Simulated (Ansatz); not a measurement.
(101) slab cut from the bulk of WC, P-6m2 (No. 187); the slab's formula is WC:

```yaml
crystal:
  lattice:
    - [2.92177, 0.00000, 0.00000]
    - [-1.46089, 3.80899, 0.00000]
    - [0.00000, 0.00000, 24.77185]
  atoms:
    - { symbol: W, position: [0.72065, 0.44130, 0.30276] }
    - { symbol: C, position: [0.00743, 0.01485, 0.31549] }
    - { symbol: W, position: [0.44130, 0.88260, 0.37911] }
    - { symbol: C, position: [0.72808, 0.45615, 0.39184] }
    - { symbol: W, position: [0.16195, 0.32390, 0.45546] }
    - { symbol: C, position: [0.44873, 0.89745, 0.46819] }
    - { symbol: W, position: [0.88260, 0.76520, 0.53181] }
    - { symbol: C, position: [0.16938, 0.33875, 0.54454] }
    - { symbol: W, position: [0.60325, 0.20650, 0.60816] }
    - { symbol: C, position: [0.89003, 0.78005, 0.62089] }
    - { symbol: W, position: [0.32390, 0.64780, 0.68451] }
    - { symbol: C, position: [0.61068, 0.22135, 0.69724] }
```

All numbers below come from DFT PBE, scalar-relativistic, plane waves, PAW in Ansatz 0.2.0. Plane waves to 420 eV, a k mesh through Γ of 13×9×1 on the computed 12-atom cell and Gaussian smearing (0.10 eV); no spin polarisation. A dipole correction removes the field between periodic images along c.

Q: What forces act on the atoms?

A:
```json
{"atom": "W1", "Fx (eV/Å)": "0.005", "Fy (eV/Å)": "-0.221", "Fz (eV/Å)": "1.778"}
{"atom": "C2", "Fx (eV/Å)": "-0.010", "Fy (eV/Å)": "0.067", "Fz (eV/Å)": "-0.334"}
{"atom": "W3", "Fx (eV/Å)": "0.004", "Fy (eV/Å)": "0.269", "Fz (eV/Å)": "-0.496"}
{"atom": "C4", "Fx (eV/Å)": "0.001", "Fy (eV/Å)": "-0.073", "Fz (eV/Å)": "-0.830"}
{"atom": "W5", "Fx (eV/Å)": "0.001", "Fy (eV/Å)": "0.030", "Fz (eV/Å)": "-0.062"}
{"atom": "C6", "Fx (eV/Å)": "-0.002", "Fy (eV/Å)": "-0.026", "Fz (eV/Å)": "-0.074"}
{"atom": "W7", "Fx (eV/Å)": "-0.001", "Fy (eV/Å)": "-0.226", "Fz (eV/Å)": "-0.041"}
{"atom": "C8", "Fx (eV/Å)": "-0.001", "Fy (eV/Å)": "0.198", "Fz (eV/Å)": "-0.062"}
{"atom": "W9", "Fx (eV/Å)": "-0.005", "Fy (eV/Å)": "0.343", "Fz (eV/Å)": "0.950"}
{"atom": "C10", "Fx (eV/Å)": "0.005", "Fy (eV/Å)": "-0.492", "Fz (eV/Å)": "0.089"}
{"atom": "W11", "Fx (eV/Å)": "0.000", "Fy (eV/Å)": "-1.096", "Fz (eV/Å)": "-0.234"}
{"atom": "C12", "Fx (eV/Å)": "0.002", "Fy (eV/Å)": "1.228", "Fz (eV/Å)": "-0.685"}
```

Spin–orbit coupling is left out, which can shift energies with elements as heavy as these.

Cost: 1 run of about 3.2 core-minutes, on Arm Neoverse V2 (shared hosts).